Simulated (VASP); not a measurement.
**Al2O3: band structure with PBE**

The system is Al2O3.

```
Al O
1.0
     4.61378    0.00000    0.00000
     0.00000    9.56328    0.00000
     0.00000    0.00000    3.11986
Al O
4 6
Direct
  0.98298 0.82457 0.00000
  0.01702 0.17543 0.00000
  0.48297 0.67543 0.50000
  0.51702 0.32457 0.50000
  0.50000 0.50000 0.50000
  0.12363 0.75305 0.50000
  0.37637 0.25305 0.00000
  0.62364 0.74695 0.00000
  0.00000 0.00000 0.00000
  0.87636 0.24695 0.50000
```

Measurements of this composition are mostly on another form, of space group No. 167.

- Program: VASP 6.6.1
- Task: band structure
- Functional: PBE
- Potentials or basis: VASP PAW PBE potentials, release 64 (Al, O)
- Cutoff: 520 eV
- k mesh: 5 × 3 × 7
- Occupations: fermi-dirac, width 0.05 eV
- Spin: no spin polarisation
- Further INCAR settings: ALGO = Normal; EDIFF = 1e-07; NBANDS = 35

```
Pressure                : -0.1 GPa
Largest force           : 0.191 eV/Å
Band gap on the k mesh  : 3.51 eV, direct
Band gap along the path : 3.51 eV, direct
```

Forces on the atoms (eV/Å):
```
Al  -0.054 -0.053  0.000
Al   0.054  0.053  0.000
Al  -0.054  0.053  0.000
Al   0.054 -0.053  0.000
O    0.000  0.000  0.000
O    0.157 -0.108  0.000
O   -0.157 -0.108  0.000
O    0.157  0.108  0.000
O    0.000  0.000  0.000
O   -0.157  0.108  0.000
```

Stress tensor (GPa, compression positive):
```
 1.16  0.00  0.00
 0.00  1.82  0.00
 0.00  0.00 -3.13
```

Levels at the corners of the path, in eV from the valence-band top:
| point | band 20 | band 21 | band 22 | band 23 | band 24 | band 25 | band 26 | band 27 | band 28 | band 29 |
| --- | --- | --- | --- | --- | --- | --- | --- | --- | --- | --- |
| Γ | -1.31 | -1.04 | -0.53 | -0.06 | 0.00 | 3.51 | 5.05 | 6.14 | 6.88 | 7.06 |
| X | -2.32 | -1.07 | -1.07 | -0.71 | -0.71 | 7.72 | 7.72 | 8.04 | 8.04 | 8.36 |
| X | -2.32 | -1.07 | -1.07 | -0.71 | -0.71 | 7.72 | 7.72 | 8.04 | 8.04 | 8.36 |
| S | -1.99 | -1.22 | -1.22 | -0.56 | -0.56 | 6.93 | 6.93 | 8.07 | 8.07 | 8.30 |
| S | -1.99 | -1.22 | -1.22 | -0.56 | -0.56 | 6.93 | 6.93 | 8.07 | 8.07 | 8.30 |
| Y | -2.27 | -0.88 | -0.88 | -0.02 | -0.02 | 6.00 | 6.00 | 6.52 | 6.52 | 7.93 |
| Y | -2.27 | -0.88 | -0.88 | -0.02 | -0.02 | 6.00 | 6.00 | 6.52 | 6.52 | 7.93 |
| Γ | -1.31 | -1.04 | -0.53 | -0.06 | 0.00 | 3.51 | 5.05 | 6.14 | 6.88 | 7.06 |
| Γ | -1.31 | -1.04 | -0.53 | -0.06 | 0.00 | 3.51 | 5.05 | 6.14 | 6.88 | 7.06 |
| Z | -1.51 | -0.73 | -0.73 | -0.03 | -0.03 | 4.17 | 4.17 | 6.52 | 6.52 | 7.82 |
| Z | -1.51 | -0.73 | -0.73 | -0.03 | -0.03 | 4.17 | 4.17 | 6.52 | 6.52 | 7.82 |
| U | -2.42 | -1.14 | -1.14 | -0.61 | -0.61 | 7.64 | 7.64 | 8.08 | 8.08 | 8.38 |
| U | -2.42 | -1.14 | -1.14 | -0.61 | -0.61 | 7.64 | 7.64 | 8.08 | 8.08 | 8.38 |
| R | -1.98 | -1.05 | -1.05 | -0.72 | -0.72 | 7.14 | 7.14 | 8.06 | 8.06 | 8.35 |
| R | -1.98 | -1.05 | -1.05 | -0.72 | -0.72 | 7.14 | 7.14 | 8.06 | 8.06 | 8.35 |
| T | -2.54 | -0.81 | -0.81 | -0.02 | -0.02 | 5.98 | 5.98 | 6.48 | 6.48 | 8.16 |
| T | -2.54 | -0.81 | -0.81 | -0.02 | -0.02 | 5.98 | 5.98 | 6.48 | 6.48 | 8.16 |
| Z | -1.51 | -0.73 | -0.73 | -0.03 | -0.03 | 4.17 | 4.17 | 6.52 | 6.52 | 7.82 |
| Y | -2.27 | -0.88 | -0.88 | -0.02 | -0.02 | 6.00 | 6.00 | 6.52 | 6.52 | 7.93 |
| T | -2.54 | -0.81 | -0.81 | -0.02 | -0.02 | 5.98 | 5.98 | 6.48 | 6.48 | 8.16 |
| U | -2.42 | -1.14 | -1.14 | -0.61 | -0.61 | 7.64 | 7.64 | 8.08 | 8.08 | 8.38 |
| X | -2.32 | -1.07 | -1.07 | -0.71 | -0.71 | 7.72 | 7.72 | 8.04 | 8.04 | 8.36 |
| S | -1.99 | -1.22 | -1.22 | -0.56 | -0.56 | 6.93 | 6.93 | 8.07 | 8.07 | 8.30 |
| R | -1.98 | -1.05 | -1.05 | -0.72 | -0.72 | 7.14 | 7.14 | 8.06 | 8.06 | 8.35 |

It took 5.9 min on 1 thread of AMD EPYC 9R45 (Zen 5), with other jobs on the host, peak memory 0.29 GiB.

As with any semilocal functional, this PBE gap is likely too small.
